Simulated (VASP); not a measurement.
Set up this calculation in VASP 6.6.1, as the native input.

* Task: single point
* Functional: PBE
* Potentials or basis: VASP PAW PBE potentials, release 64 (Al, Ni)
* Cutoff: 520 eV
* k mesh: 20 × 20 × 18
* Occupations: gaussian, width 0.15 eV
* Spin: no spin polarisation
* Dipole correction: no
* Further INCAR settings: ALGO = Fast; EDIFF = 1e-06; NBANDS = 14

The structure of AlNi lies in POSCAR:

```
AlNi
1.0
    1.8243809030     -1.8380223024      0.0000000000
    1.8243809030      1.8380223024      0.0000000000
    0.0000000000      0.0000000000      3.5000104054
Al Ni
1 1
Direct
    0.0000000000      0.0000000000      0.0000000000
    0.5000000000      0.5000000000      0.5000000000
```

The cell comes from a database or a generator and needn't be the stable form of this composition.

The input as run:

INCAR

```
SYSTEM = AlNi
  ALGO = Fast
  EDIFF = 1E-6
  ENCUT = 520
  GGA = PE
  ISIF = 2
  ISMEAR = 0
  LASPH = .True.
  LCHARG = .False.
  LREAL = .False.
  LWAVE = .False.
  NBANDS = 14
  NELM = 100
  PREC = Accurate
  SIGMA = 0.15
```

KPOINTS

```
k-points
0
Gamma
  20 20 18
  0 0 0
```

Potentials or basis: VASP PAW PBE potentials, release 64 (Al, Ni).

The run is started by

```console
$ cat potpaw_PBE.64/Al/POTCAR potpaw_PBE.64/Ni/POTCAR > POTCAR
$ mpirun -np 1 vasp_std > vasp.out
```

It gave:

```
Pressure               : 7.8 GPa
Band gap on the k mesh : none (metal or under the smearing width)
```

Run time: 3.4 min on 1 thread of Intel(R) Xeon(R) 6975P-C (Granite Rapids), on a shared host, peak memory 0.45 GiB.
